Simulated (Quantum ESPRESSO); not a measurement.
# PbS (Galena): equation of state with vdW-DF2

PbS (Galena):

```
Pb S
1.0
     0.00000    2.96575    2.96575
     2.96575    0.00000    2.96575
     2.96575    2.96575    0.00000
Pb S
1 1
Direct
  0.00000 0.00000 0.00000
  0.50000 0.50000 0.50000
```

```
Program             : Quantum ESPRESSO 7.5
Task                : equation of state
Functional          : vdW-DF2
Potentials or basis : PseudoDojo 0.4.1 SR PBE standard
Cutoff              : 762 eV
Density cutoff      : 3048 eV
k mesh              : 8 × 8 × 8
Occupations         : fermi-dirac, width 0.05 eV
Spin                : no spin polarisation
Mixing beta         : 0.5
Most SCF iterations : 120
SCF threshold       : 4e-10 Ry
```

```
Equilibrium volume : 29.57 Å³/atom (rough: see the caveat)
Bulk modulus       : 47 GPa (rough)
```

Energy against volume, from the lowest point:
| volume (Å³/atom) | energy (meV/atom) |
| --- | --- |
| 24.521 | 153.93 |
| 25.042 | 114.74 |
| 25.564 | 81.67 |
| 26.086 | 54.14 |
| 26.607 | 31.65 |
| 27.129 | 13.74 |
| 27.651 | 0.00 |

All runs of the series together: 18 min on 1 thread of Arm Neoverse N1 (shared host).

Caveat: the potentials were made for another functional, which shifts forces and pressure; the minimum lies outside the volumes run. Spin-orbit coupling is left out, which matters for the levels of Pb.
